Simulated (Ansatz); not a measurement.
## Band structure of KBr

```xyz
2
Lattice="0.0000 3.3506 3.3506 3.3506 0.0000 3.3506 3.3506 3.3506 0.0000" Properties=species:S:1:pos:R:3 pbc="T T T"
K     0.0000    0.0000    0.0000
Br    3.3506    3.3506    3.3506
```

Atom numbers follow the list: K1, Br2.

The structure comes from a relaxation in the same program, started in the rocksalt type, and has space group Fm-3m. Whether it is a known phase or the ground state wasn't checked.

Method: DFT, PBE, all-electron LAPW, Dirac equation with spin-orbit coupling in Ansatz 0.2.0.

Settings: a Γ-centred 12×12×12 k mesh, Fermi–Dirac smearing of 0.05 eV, basis error target 0.25 meV/atom, no spin polarisation.

Points in fractions of the reciprocal vectors of this cell: Γ (0, 0, 0), X (0.5, 0, 0.5), U (0.625, 0.25, 0.625), K (0.375, 0.375, 0.75), L (0.5, 0.5, 0.5), W (0.5, 0.25, 0.75). The path joins them by straight lines in the order Γ–X–U–K–Γ–L–W–X; legs that retrace an earlier one aren't tabulated. Energies are in eV from the top of the valence band.

Task: List the levels at U between -20 and 7 eV.

Result: -12.41 (×2), -11.69 (×2), -11.46 (×2), -11.38 (×2), -1.00 (×2), -0.65 (×2), -0.39 (×2), 6.42 (×2).

Task: List the levels at K between -20 and 7 eV.

Result: -12.41 (×2), -11.69 (×2), -11.46 (×2), -11.38 (×2), -1.00 (×2), -0.65 (×2), -0.39 (×2), 6.42 (×2).

Task: List the levels at L between -20 and 7 eV.

Result: -12.57 (×2), -11.64 (×2), -11.43 (×2), -11.24 (×2), -1.31 (×2), -0.56 (×2), -0.31 (×2), 6.33 (×2).

Task: What is the band gap?

Result: 4.16 eV, direct at Γ.
